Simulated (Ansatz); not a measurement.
**BaZrO3: how much do the potentials matter?**

BaZrO3 in the perovskite structure, in a typed cell, not relaxed.

```xyz
5
Lattice="4.2300 0.0000 0.0000 0.0000 4.2300 0.0000 0.0000 0.0000 4.2300" Properties=species:S:1:pos:R:3 pbc="T T T"
Ba    0.0000    0.0000    0.0000
Zr    2.1150    2.1150    2.1150
O     2.1150    2.1150    0.0000
O     2.1150    0.0000    2.1150
O     0.0000    2.1150    2.1150
```

Method (Ansatz, development build): PBE; k mesh 4×4×4; fixed occupations; no spin. Phonons (linear response) are harmonic and in cm⁻¹; i marks an unstable mode. Zone-centre lists hold the optical modes without the non-analytic term.

Caveats: coarse k mesh; the program warns that the mesh is coarse for the field response; soft modes or ε∞ of this crystal moved by over a tenth between k meshes, so they aren't converged.

The reference is the run on all-electron PAW datasets (no frozen core) at 630 eV and 15.14 Å³ an atom: top Γ mode (cm⁻¹) 468; lowest Γ mode (cm⁻¹) 80; mean ε∞ 4.83; mean Born charge of Ba (e) 2.74.

Problem. The same calculation was made on Ansatz generated PAW, Ansatz hand-made PAW, JTH PAW, PseudoDojo norm-conserving, Ansatz norm-conserving. How far do the results move?

Solution. 
```tsv
potentials	cutoff (eV)	top Γ mode (cm⁻¹)	lowest Γ mode (cm⁻¹)	mean ε∞	mean Born charge of Ba (e)
Ansatz generated PAW	420	467	81	4.83	2.74
Ansatz hand-made PAW	930	468	80	4.83	2.74
JTH PAW	1380	466	92	4.83	2.73
PseudoDojo norm-conserving	1143	468	78	4.81	2.74
Ansatz norm-conserving	1240	468	80	4.82	2.74
```

The largest move among the frequencies in the table is 12.1 cm⁻¹, in the lowest Γ mode on JTH PAW. Over all modes computed it is 38 cm⁻¹, on JTH PAW.
